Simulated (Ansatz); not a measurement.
Molecular dynamics on a 2×2×2 supercell (16 atoms) of LiCl (zincblende), relaxed with r2SCAN. Forces come from r2SCAN in Ansatz 0.2.0: Langevin thermostat and barostat (NPT), 600 K, steps of 1 fs. Classical nuclei, no spin polarisation; a few dozen steps show the first response, not equilibrium. The structure comes from a prototype and may be hypothetical.

```yaml
crystal:
  lattice:
    - [0.0, 5.4660850877, 5.4660850877]
    - [5.4660850877, 0.0, 5.4660850877]
    - [5.4660850877, 5.4660850877, 0.0]
  atoms:
    - { symbol: Li, position: [0.0, 0.0, 0.0] }
    - { symbol: Cl, position: [0.125, 0.125, 0.125] }
    - { symbol: Li, position: [0.0, 0.0, 0.5] }
    - { symbol: Cl, position: [0.125, 0.125, 0.625] }
    - { symbol: Li, position: [0.0, 0.5, 0.0] }
    - { symbol: Cl, position: [0.125, 0.625, 0.125] }
    - { symbol: Li, position: [0.0, 0.5, 0.5] }
    - { symbol: Cl, position: [0.125, 0.625, 0.625] }
    - { symbol: Li, position: [0.5, 0.0, 0.0] }
    - { symbol: Cl, position: [0.625, 0.125, 0.125] }
    - { symbol: Li, position: [0.5, 0.0, 0.5] }
    - { symbol: Cl, position: [0.625, 0.125, 0.625] }
    - { symbol: Li, position: [0.5, 0.5, 0.0] }
    - { symbol: Cl, position: [0.625, 0.625, 0.125] }
    - { symbol: Li, position: [0.5, 0.5, 0.5] }
    - { symbol: Cl, position: [0.625, 0.625, 0.625] }
kpoints:
  mp_grid: { grid: [2, 2, 2] }
hamiltonian:
  xc: r2scan
scf:
  occupations: { method: fermi_dirac, width: 0.052 }
md:
  ensemble: npt_langevin
  temperature: 600
  timestep: 1.0
  n_steps: 30
  initial_velocities: maxwell_boltzmann
  seed: 1277
```

Run as `ansatz run input.yaml --threads 4 --pin off --max-ram 3686MiB --backend cpu --events-out ev --progress --plain --runs-dir out`. It took 5.6 min on 4 threads of Arm Neoverse N1, on a shared host; peak host memory 1.8 GiB.

```
step  t (fs)  T (K)  free energy F from step 0 (meV/atom)  kinetic energy (meV/atom)  pressure (GPa)  volume (Å³/atom)  largest force (eV/Å)
   0       0    562                                   0.0                       72.7            0.42             20.41                  0.00
   1       1    538                                   0.1                       69.5            0.40             20.42                  0.05
   2       2    529                                   0.5                       68.3            0.40             20.42                  0.10
   3       3    515                                   1.2                       66.6            0.39             20.42                  0.16
   4       4    529                                   2.0                       68.4            0.42             20.42                  0.22
   5       5    517                                   3.2                       66.8            0.43             20.43                  0.28
   6       6    489                                   4.5                       63.1            0.43             20.43                  0.34
   7       7    471                                   5.9                       60.9            0.43             20.43                  0.41
   8       8    454                                   7.6                       58.7            0.44             20.44                  0.47
   9       9    458                                   9.3                       59.2            0.47             20.45                  0.53
  10      10    400                                  11.2                       51.7            0.45             20.46                  0.58
  11      11    373                                  12.9                       48.2            0.45             20.47                  0.63
  12      12    356                                  14.7                       46.0            0.47             20.47                  0.67
  13      13    359                                  16.6                       46.4            0.49             20.48                  0.71
  14      14    332                                  18.3                       42.9            0.50             20.49                  0.74
  15      15    331                                  19.9                       42.8            0.51             20.50                  0.77
  16      16    304                                  21.4                       39.3            0.50             20.51                  0.78
  17      17    308                                  22.9                       39.8            0.51             20.52                  0.80
  18      18    326                                  24.2                       42.2            0.52             20.54                  0.81
  19      19    305                                  25.4                       39.4            0.49             20.56                  0.81
  20      20    317                                  26.5                       41.0            0.48             20.59                  0.81
  21      21    321                                  27.4                       41.5            0.47             20.61                  0.82
  22      22    310                                  28.1                       40.0            0.44             20.63                  0.83
  23      23    297                                  28.8                       38.4            0.40             20.65                  0.84
  24      24    303                                  29.5                       39.2            0.38             20.68                  0.85
  25      25    310                                  29.9                       40.0            0.35             20.71                  0.86
  26      26    322                                  30.1                       41.6            0.32             20.74                  0.86
  27      27    337                                  30.2                       43.6            0.28             20.77                  0.85
  28      28    320                                  30.3                       41.4            0.22             20.80                  0.85
  29      29    331                                  30.4                       42.8            0.18             20.83                  0.85
  30      30    326                                  30.5                       42.1            0.13             20.86                  0.85
```

The temperature starts at 562 K, is lowest at step 23 (297 K, 23 fs) and ends at 326 K. The thermostat hasn't had time to restore it. The atoms start on their lattice sites with kinetic energy alone, so much of it first passes into potential energy.

Positions (Å) and forces (eV/Å) at step 30:
```
cell (Å): 0.000 5.505 5.505; 5.505 0.000 5.505; 5.505 5.505 0.000
Li   0.029  -0.162  -0.049    -0.110   0.393   0.229
Cl   1.522   1.402   1.241    -0.369  -0.103   0.126
Li   2.980   2.730  -0.125    -0.523  -0.146  -0.173
Cl   3.879   4.144   1.341     0.846  -0.072  -0.003
Li   2.715   0.079   2.775     0.025   0.056  -0.035
Cl   4.213   1.391   4.097    -0.180  -0.072   0.281
Li   5.401   2.821   2.811     0.275   0.214  -0.121
Cl   6.912   4.258   4.161    -0.111  -0.254  -0.009
Li   0.009   2.694   2.828     0.092  -0.180  -0.224
Cl   1.296   4.022   4.181     0.367  -0.023  -0.141
Li   2.808   5.668   2.518    -0.133  -0.229   0.570
Cl   4.158   6.653   4.113     0.137   0.318  -0.025
Li   2.915   2.861   5.521    -0.214  -0.159  -0.076
Cl   4.136   4.149   7.013     0.097  -0.078   0.023
Li   5.495   5.492   5.670     0.236   0.017  -0.070
Cl   6.947   6.992   6.965    -0.435   0.319  -0.350
```
